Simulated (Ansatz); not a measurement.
IrO2: how the free axis answers a strain

IrO2, P4_2/mnm, a = 4.529 Å, c = 3.180 Å. Ansatz: PBE, PAW, 420 eV, Γ-centred 8×8×12 mesh on 6 atoms, Gaussian smearing 0.10 eV; no spin polarisation. Series: uniaxial strain along c, with a, b and atoms relaxed; x is the strain in per cent. y is the change of a in per cent of 4.529 Å.

| x (%) | y (%) |
| --- | --- |
| -6.0 | ? |
| -4.0 | 1.52 |
| -2.0 | 0.72 |
| 0.0 | 0.00 |
| 2.0 | -0.63 |
| 4.0 | -1.18 |
| 6.0 | -1.66 |

Question: Fit y = c1 x + c2 x² to the other rows, say what c1 measures, and predict the missing y.

Answer: Least squares on the rows shown. y = −0.3382 x + 0.01037 x². So −c1 = 0.338 is Poisson's ratio for this pair of axes. At x = -6.0 the fit asked for gives 2.40 %. The run gave 2.40 %, the same to the digits shown.

Spin–orbit coupling is left out, which can shift energies with elements as heavy as these.